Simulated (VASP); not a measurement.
# KCl (Fm-3m) in VASP: a series of runs

KCl is run at these levels: PBE; tasks: electric field gradients.

All numbers are computed with VASP 6.6.1; they aren't measurements. Logs are shortened: lines on timing, memory, paths and dates and some standing lists are left out, and cuts for length are marked.

**The experiment to reproduce.**

From a printed reference work, monograph, for a bulk crystal of KCl: band gap 8.68 eV.

The runs below are set against these values where they give the same quantity.

### 1 The cell of the first run

Symmetry: Fm-3m, No. 225, cubic system. The conventional cell has a = 6.184 Å, b = 6.184 Å, c = 6.184 Å, α = 90.00°, β = 90.00°, γ = 90.00°. Within 4.1 Å of K (site symmetry m-3m) lie 6 Cl at 3.09 Å. Cl (site symmetry m-3m) has 6 K at 3.09 Å within 4.1 Å.

### 2 Electric field gradients, PBE (volume scaled by 0.9405)

The input, INCAR:

```
SYSTEM = KCl
PREC = Accurate ; ENCUT = 520
EDIFF = 1E-8 ; ISMEAR = -1
SIGMA = 0.03 ; LREAL = .FALSE.
LASPH = .TRUE. ; NELM = 100
ALGO = Normal ; ISIF = 2
LWAVE = .FALSE. ; LCHARG = .FALSE.
GGA = PE ; LEFG = .TRUE.
NBANDS = 15
```

The input, KPOINTS:

```
Automatic mesh
0
G
  7 7 7
  0 0 0
```

The input, POSCAR:

```
KCl
1.0
    0.0000000000      3.0922197893      3.0922197893
    3.0922197893      0.0000000000      3.0922197893
    3.0922197893      3.0922197893      0.0000000000
K Cl
1 1
Direct
    0.0000000000      0.0000000000      0.0000000000
    0.5000000000      0.5000000000      0.5000000000
```

Potentials or basis: VASP PAW PBE potentials, release 64 (K_sv, Cl).

The run is started by

```
$ cat potpaw_PBE.64/K_sv/POTCAR potpaw_PBE.64/Cl/POTCAR > POTCAR
$ mpirun -np 1 vasp_std > vasp.out
```

OUTCAR:

```text
SYSTEM = KCl
   PREC = Accurate
   ENCUT = 520
   EDIFF = 1E-8
   ISMEAR = -1
   LREAL = .FALSE.
   LASPH = .TRUE.
   NELM = 100
   ISIF = 2
   GGA = PE

 ion  position               nearest neighbor table
   1  0.000  0.000  0.000-   2 3.09   2 3.09   2 3.09   2 3.09   2 3.09   2 3.09
   2  0.500  0.500  0.500-   1 3.09   1 3.09   1 3.09   1 3.09   1 3.09   1 3.09

  LATTYP: Found a face centered cubic cell.
 ALAT       =     6.1844395786

  Lattice vectors:

 A1 = (   0.0000000000,   3.0922197893,   3.0922197893)
 A2 = (   3.0922197893,   0.0000000000,   3.0922197893)
 A3 = (   3.0922197893,   3.0922197893,   0.0000000000)

Analysis of symmetry for initial positions (statically):
=====================================================================
 Subroutine PRICEL returns:
 Original cell was already a primitive cell.

 Routine SETGRP: Setting up the symmetry group for a
 face centered cubic supercell.

 Subroutine GETGRP returns: Found 48 space group operations
 (whereof 48 operations were pure point group operations)
 out of a pool of 48 trial point group operations.

The static configuration has the point symmetry O_h .

Analysis of symmetry for dynamics (positions and initial velocities):
=====================================================================
 Subroutine PRICEL returns:
 Original cell was already a primitive cell.

 Routine SETGRP: Setting up the symmetry group for a
 face centered cubic supercell.

 Subroutine GETGRP returns: Found 48 space group operations
 (whereof 48 operations were pure point group operations)
 out of a pool of 48 trial point group operations.

The dynamic configuration has the point symmetry O_h .

 Subroutine INISYM returns: Found 48 space group operations
 (whereof 48 operations are pure point group operations),
 and found     1 'primitive' translations

----------------------------------------------------------------------------------------

                                     Primitive cell

  volume of cell :      59.1345

  direct lattice vectors                    reciprocal lattice vectors
     0.000000000  3.092219789  3.092219789    -0.161696139  0.161696139  0.161696139
     3.092219789  0.000000000  3.092219789     0.161696139 -0.161696139  0.161696139
     3.092219789  3.092219789  0.000000000     0.161696139  0.161696139 -0.161696139

  length of vectors
     4.373059164  4.373059164  4.373059164     0.280065928  0.280065928  0.280065928

  position of ions in fractional coordinates (direct lattice)
     0.000000000  0.000000000  0.000000000
     0.500000000  0.500000000  0.500000000

  ion indices of the primitive-cell ions
   primitive index   ion index
                 1           1
                 2           2

----------------------------------------------------------------------------------------

 KPOINTS: Automatic mesh

Automatic generation of k-mesh.
 Grid dimensions read from file:
 generate k-points for:    7    7    7

 Generating k-lattice:

  Cartesian coordinates                     Fractional coordinates (reciprocal lattice)
    -0.023099448  0.023099448  0.023099448     0.142857143  0.000000000  0.000000000
     0.023099448 -0.023099448  0.023099448     0.000000000  0.142857143  0.000000000
     0.023099448  0.023099448 -0.023099448     0.000000000  0.000000000  0.142857143

  Length of vectors
     0.040009418  0.040009418  0.040009418

  Shift w.r.t. Gamma in fractional coordinates (k-lattice)
     0.000000000  0.000000000  0.000000000

 Subroutine IBZKPT returns following result:
 ===========================================

 Found     20 irreducible k-points:

 Following reciprocal coordinates:
            Coordinates               Weight
  0.000000  0.000000  0.000000      1.000000
  0.142857  0.000000  0.000000      8.000000
  0.285714  0.000000  0.000000      8.000000
  0.428571  0.000000  0.000000      8.000000
  0.142857  0.142857  0.000000      6.000000
  0.285714  0.142857  0.000000     24.000000
[... 12 lines left out ...]
 -0.428571  0.428571  0.142857     24.000000
 -0.285714  0.428571  0.142857     24.000000
   k-points           NKPTS =     20   k-points in BZ     NKDIM =     20   number of bands    NBANDS=     15
   number of dos      NEDOS =    301   number of ions     NIONS =      2
   total plane-waves  NPLWV =  46656
   dimension x,y,z NGX =    36 NGY =   36 NGZ =   36
   dimension x,y,z NGXF=    72 NGYF=   72 NGZF=   72
   ions per type =               1   1
   NGX,Y,Z   is equivalent  to a cutoff of  13.69, 13.69, 13.69 a.u.
   NGXF,Y,Z  is equivalent  to a cutoff of  27.37, 27.37, 27.37 a.u.
 SYSTEM =  KCl
   PREC   = accura    normal or accurate (medium, high low for compatibility)
   ISTART =      0    job   : 0-new  1-cont  2-samecut
   ICHARG =      2    charge: 1-file 2-atom 10-const
   ISPIN  =      1    spin polarized calculation?
   LNONCOLLINEAR =      F non collinear calculations
   LSORBIT =      F    spin-orbit coupling
   LASPH  =      T    aspherical Exc in radial PAW
   ENCUT  =  520.0 eV  38.22 Ry    6.18 a.u.   8.13  8.13  8.13*2*pi/ulx,y,z
   NELM   =    100;   NELMIN=  2; NELMDL= -5     # of ELM steps
   EDIFF  = 0.1E-07   stopping-criterion for ELM
   LREAL  =      F    real-space projection
   EDIFFG = 0.1E-06   stopping-criterion for IOM
   NSW    =      0    number of steps for IOM
   IBRION =     -1    ionic relax: 0-MD 1-quasi-New 2-CG
   NFREE  =      0    steps in history (QN), initial steepest desc. (CG)
   ISIF   =      2    stress and relaxation
   ISYM   =      2    0-nonsym 1-usesym 2-fastsym
   POTIM  = 0.5000    time-step for ionic-motion
   TEBEG  =    0.0;   TEEND  =   0.0 temperature during run
   PSTRESS=    0.0 pullay stress
   NELECT =      16.0000    total number of electrons
   NUPDOWN=      -1.0000    fix difference up-down
   EMIN   =  10.00;   EMAX   =-10.00  energy-range for DOS
   EFERMI =   0.00;   METHOD = LEGACY
   ISMEAR =    -1;   SIGMA  =   0.03  broadening in eV -4-tet -1-fermi 0-gaus
   EFERMI_NEDOS =   21; number of points for ismear=-14 and -15
   IALGO  =     38    algorithm
   IMIX   =      4    mixing-type and parameters
     AMIX     =   0.40;   BMIX     =  1.00
     AMIX_MAG =   1.60;   BMIX_MAG =  1.00
  volume/ion in A,a.u.               =      29.57       199.53
  Fermi-wavevector in a.u.,A,eV,Ry     =   1.058850  2.000937 15.254355  1.121163
  Thomas-Fermi vector in A             =   2.194174
   LORBIT       =      0    0 simple, 1 ext, 2 COOP (PROOUT), +10 PAW based schemes
   GGA     = PE    functional components
   LHFCALC =     F    Hartree Fock is set to
   AEXX    =    0.0000 exact exchange contribution
   IVDW    =     0    specifies the selected vdW correction
   LEPSILON=     F    determine dielectric tensor
   LRPA    =     F    only Hartree local field effects (RPA)
 non-spin polarized calculation
  energy-cutoff  :      520.00
  volume of cell :       59.13
 maximum number of plane-waves:      1639
 NGX is ok and might be reduce to    36
   NGX = 17   NGY = 17   NGZ = 17

 number of electron      16.0000001 magnetization

 Free energy of the ion-electron system (eV)
  ---------------------------------------------------
  ext. energy  EPLUGINS =         0.00000000
  ---------------------------------------------------
  free energy    TOTEN  =        -6.77641561 eV

  energy without entropy =       -6.77641561  energy(sigma->0) =       -6.77641561

 E-fermi :  -0.9689     XC(G=0):  -7.7549

 val. band max:       -1.6254127470   @ k =   0.0000   0.0000   0.0000
 cond. band min:       3.7471689318   @ k =   0.0000   0.0000   0.0000
 fundamental gap:      5.3725816788
 Fermi energy:        -0.9688555822

 k-point     1 :       0.0000    0.0000    0.0000
  band No.  band energies     occupation
      1     -28.7003      2.00000
      2     -13.8049      2.00000
      3     -12.1619      2.00000
      4     -12.1619      2.00000
      5     -12.1619      2.00000
      6      -1.6254      2.00000
      7      -1.6254      2.00000
      8      -1.6254      2.00000
      9       3.7472      0.00000
     10       6.7788      0.00000
     11       6.7788      0.00000
     12       6.7788      0.00000
     13       7.6847      0.00000
     14       7.6847      0.00000
     15      11.5422      0.00000

 k-point     2 :       0.1429    0.0000    0.0000
  band No.  band energies     occupation
      1     -28.6977      2.00000
      2     -13.8490      2.00000
      3     -12.1639      2.00000
      4     -12.1639      2.00000
      5     -12.1061      2.00000
      6      -1.8884      2.00000
      7      -1.6993      2.00000
      8      -1.6993      2.00000
      9       4.2505      0.00000
     10       6.6444      0.00000
     11       7.0472      0.00000
     12       7.0472      0.00000
     13       7.9858      0.00000
     14       7.9858      0.00000
     15      12.3061      0.00000

 k-point     3 :       0.2857    0.0000    0.0000
  band No.  band energies     occupation
      1     -28.6918      2.00000
      2     -13.9392      2.00000
      3     -12.1683      2.00000
      4     -12.1683      2.00000
      5     -11.9889      2.00000
      6      -2.3864      2.00000
      7      -1.8574      2.00000
      8      -1.8574      2.00000
      9       5.3208      0.00000
     10       6.6502      0.00000
     11       7.7981      0.00000
     12       7.7981      0.00000
     13       8.7889      0.00000
     14       8.7889      0.00000
     15      11.9787      0.00000
[... 271 lines left out ...]
 k-point    19 :      -0.4286    0.4286    0.1429
  band No.  band energies     occupation
      1     -28.6829      2.00000
      2     -13.7869      2.00000
      3     -12.2834      2.00000
      4     -12.2461      2.00000
      5     -12.1139      2.00000
      6      -2.3121      2.00000
      7      -2.0155      2.00000
      8      -1.9608      2.00000
      9       5.4992      0.00000
     10       7.1183      0.00000
     11       8.1135      0.00000
     12       9.0794      0.00000
     13       9.2511      0.00000
     14      10.0809      0.00000
     15      10.6707      0.00000

 k-point    20 :      -0.2857    0.4286    0.1429
  band No.  band energies     occupation
      1     -28.6825      2.00000
      2     -13.8178      2.00000
      3     -12.2902      2.00000
      4     -12.2462      2.00000
      5     -12.0591      2.00000
      6      -2.2563      2.00000
      7      -2.1597      2.00000
      8      -2.0207      2.00000
      9       6.1608      0.00000
     10       6.9138      0.00000
     11       8.1579      0.00000
     12       8.5248      0.00000
     13       9.9565      0.00000
     14      10.0921      0.00000
     15      11.0204      0.00000

------------------------ aborting loop because EDIFF is reached ----------------------------------------

  FORCE on cell =-STRESS in cart. coord.  units (eV):
  Direction    XX          YY          ZZ          XY          YZ          ZX
  --------------------------------------------------------------------------------------
  -------------------------------------------------------------------------------------
  Total        0.7237590      0.7237590      0.7237590     -0.0000000      0.0000000      0.0000000
  in kB       19.6093635     19.6093635     19.6093635     -0.0000000      0.0000000      0.0000000
  external PRESSURE =      19.6093635 kB  Pullay stress =       0.0000000 kB

 VOLUME and BASIS-vectors are now :
 -----------------------------------------------------------------------------
  energy-cutoff  :      520.00
  volume of cell :       59.13
      direct lattice vectors                 reciprocal lattice vectors
     0.000000000  3.092219789  3.092219789    -0.161696139  0.161696139  0.161696139
     3.092219789  0.000000000  3.092219789     0.161696139 -0.161696139  0.161696139
     3.092219789  3.092219789  0.000000000     0.161696139  0.161696139 -0.161696139

 POSITION                                       TOTAL-FORCE (eV/Angst)
 -----------------------------------------------------------------------------------
      0.00000      0.00000      0.00000         0.000000      0.000000      0.000000
      3.09222      3.09222      3.09222        -0.000000     -0.000000     -0.000000
 -----------------------------------------------------------------------------------
    total drift:                                0.000000      0.000000      0.000000

  FREE ENERGIE OF THE ION-ELECTRON SYSTEM (eV)
  ---------------------------------------------------
  free  energy   TOTEN  =        -6.7764156139 eV

  energy  without entropy=       -6.7764156138  energy(sigma->0) =       -6.77641561

 Electric field gradients (V/A^2)
---------------------------------------------------------------------
 ion       V_xx      V_yy      V_zz      V_xy      V_xz      V_yz
---------------------------------------------------------------------
   1       0.000    -0.000    -0.000     0.000     0.000     0.000
   2       0.000    -0.000    -0.000     0.001     0.001     0.001
---------------------------------------------------------------------

 Electric field gradients after diagonalization (V/A^2)
 (convention: |V_zz| > |V_xx| > |V_yy|)
----------------------------------------------------------------------
 ion       V_xx      V_yy      V_zz     asymmetry (V_yy - V_xx)/ V_zz
----------------------------------------------------------------------
   1      -0.000    -0.000     0.000       0.000
   2      -0.001    -0.001     0.001       0.000
----------------------------------------------------------------------

           NMR quadrupolar parameters

 Cq : quadrupolar parameter    Cq=e*Q*V_zz/h
 eta: asymmetry parameters     (V_yy - V_xx)/ V_zz
 Q  : nuclear electric quadrupole moment in mb (millibarn)
----------------------------------------------------------------------
 ion       Cq(MHz)       eta       Q (mb)
----------------------------------------------------------------------
   1       0.000       0.000       1.000
   2       0.000       0.000       1.000
----------------------------------------------------------------------
```

Run time: 21 s. Hardware: 1 thread of Intel Xeon Platinum 8259CL at 2.50GHz (Skylake/Cascade Lake), shared host; peak memory 0.2 GiB.

Results:

| Property | Result |
| --- | --- |
| Free energy | -6.7764 eV |
| Pressure | 2.0 GPa |
| Band gap on the k mesh | 5.37 eV, direct |

Caveat: without QUAD_EFG the Cq values of the log hold for a quadrupole moment of 1 mb, not for the nuclei.

(Continued in part 2 of 2.)
